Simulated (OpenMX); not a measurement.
Runs of OpenMX 3.8.5 on FeO (Wuestite). It takes space group Fm-3m (No. 225, cubic). The conventional cell has a = 4.311 Å, b = 4.311 Å, c = 4.311 Å, α = 90.00°, β = 90.00°, γ = 90.00°. Fe (site symmetry m-3m) has 6 O at 2.16 Å as nearest neighbours. Around O (site symmetry m-3m) lie 6 Fe at 2.16 Å. 

```csv
task,level,potentials or basis,spin,U,cell,k mesh,SCF threshold,max SCF cycles,hubbard projector,start of the occupations,hubbard shell,other keys,gap on the mesh (eV),pressure (GPa),moment (μB)
single point,PBE,"OpenMX 2013 PBE set, Fe6.0H-s3p2d2, O6.0-s2p2d1, grid cutoff 500 Ry","collinear, ferromagnetic start",-,as given,11 × 11 × 11,1e-08 Ha,160,-,-,-,-,none,(a),4.00
Wannier functions,PBE+U,"OpenMX 2013 LDA set, Fe6.0H-s3p2d1, O6.0-s2p2d1, grid cutoff 500 Ry","collinear, ferromagnetic start",Fe U = 2 eV,as given,9 × 9 × 9,1e-07 Ha,120,dual,orbital polarisation,Fe d,"several, not listed",-,-,4.00
single point,PBE,"OpenMX 2013 PBE set, Fe6.0H-s3p2d2, O6.0-s2p2d1, grid cutoff 500 Ry","collinear, ferromagnetic start",-,"atoms moved at random, drawn with an rms of 0.05 Å",11 × 11 × 11,1e-08 Ha,160,-,-,-,-,none,-0.9,4.00
band structure,PBE+D4,"OpenMX 2013 PBE set, Fe6.0S-s2p2d1, O6.0-s2p2, grid cutoff 500 Ry","collinear, random start",-,as given,"8 × 8 × 8, shifted",1e-08 Ha,160,-,-,-,scf.eigen.lib = lapack; scf.lapack.dste = dsteqr; scf.Kgrid = 8 8 8,-,-,4.00
density of states,PBE+U,"OpenMX 2013 LDA set, Fe6.0H-s3p2d1, O6.0-s2p2d1, grid cutoff 500 Ry","collinear, ferromagnetic start",Fe U = 2 eV,as given,9 × 9 × 9,1e-07 Ha,120,dual,orbital polarisation,Fe d,scf.eigen.lib = elpa1; scf.lapack.dste = dstegr; scf.ProExpn.VNA = off,0.30,-,4.00
```

Alike in all rows: smearing fermi-dirac 0.05 eV.

Fill in the values left out.

(a) -1.4.

Caveats: the basis of atomic orbitals isn't converged, which shifts pressures, moduli and gaps; a cell with one magnetic atom can't hold antiferromagnetic order, which such compounds often take; semilocal functionals often make such compounds metallic where correlation or magnetic order opens a gap, which also shifts bond lengths (some runs); the transition metal has a single d function, too few for pressures, volumes and moments (some runs); the potentials were made for another functional, which shifts forces and pressure (some runs); U acts on the first radial function of the shell alone, so its value doesn't carry over to other programs (some runs); the Wannier minimisation didn't converge (some runs).

A k mesh can miss the band edges.

A gap of «none» marks a metal or a gap under the smearing width.

The runs don't all hold the same shells in valence.
